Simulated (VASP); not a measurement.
Write the native input for VASP 6.6.1 that does the following.

| Quantity | Value |
| --- | --- |
| Task | relaxation of cell and atoms |
| Functional | PBE |
| Dispersion | D4 |
| Potentials or basis | VASP PAW PBE potentials, release 64 (S, Ti_sv) |
| Cutoff | 600 eV |
| k mesh | 12 × 12 × 1 |
| Occupations | gaussian, width 0.08 eV |
| Spin | no spin polarisation |
| Dipole correction | no |
| Further INCAR settings | ALGO = Normal; EDIFF = 1e-07; IBRION = 2; EDIFFG = -0.005; NSW = 40; ISIF = 3 |

The structure of TiS2 lies in POSCAR:

```
TiS2
1.0
    3.4000000000      0.0000000000      0.0000000000
   -1.7000000000      2.9444863700      0.0000000000
    0.0000000000      0.0000000000     18.8600000000
S Ti
2 1
Direct
    0.3333330000      0.6666670000      0.4241781500
    0.6666670000      0.3333330000      0.5758218500
    0.0000000000      0.0000000000      0.5000000000
```

The cell was built by a generator and needn't be a form met in nature.

These files were run (other wordings do the same):

INCAR

```
PREC = Accurate ; ENCUT = 600
EDIFF = 1E-7 ; ISMEAR = 0
SIGMA = 0.08 ; LREAL = False
LASPH = True ; NELM = 120
ALGO = Normal ; ISIF = 3
LWAVE = False ; LCHARG = False
GGA = PE ; IVDW = 13
IBRION = 2 ; NSW = 40
EDIFFG = -0.005 ; LATTICE_CONSTRAINTS = .TRUE. .TRUE. .FALSE.
KPAR = 2
```

KPOINTS

```
Automatic mesh
0
Gamma
  12 12 1
```

Potentials or basis: VASP PAW PBE potentials, release 64 (S, Ti_sv).

Command:

```bash
$ cat potpaw_PBE.64/S/POTCAR potpaw_PBE.64/Ti_sv/POTCAR > POTCAR
$ mpirun -np 2 vasp_std > vasp.out
```

It gave:

```json
{
 "Relaxed volume": "62.21 Å³/atom",
 "Relaxed cell": "a = 3.380 Å, b = 3.380 Å, c = 18.860 Å, α = 90.00°, β = 90.00°, γ = 120.00°",
 "Space group after relaxing (to 0.05 Å)": "P-3m1 (No. 164)",
 "Energy gained by relaxing": "1.3 meV/atom",
 "Ionic steps": "5",
 "Band gap on the k mesh": "none (metal or under the smearing width)",
 "Dispersion energy per atom": "-0.225 eV"
}
```

Wall time 3.8 min on 2 MPI ranks on AMD EPYC 7R13 Processor (Zen 3) (shared host), peak memory 0.37 GiB a rank.
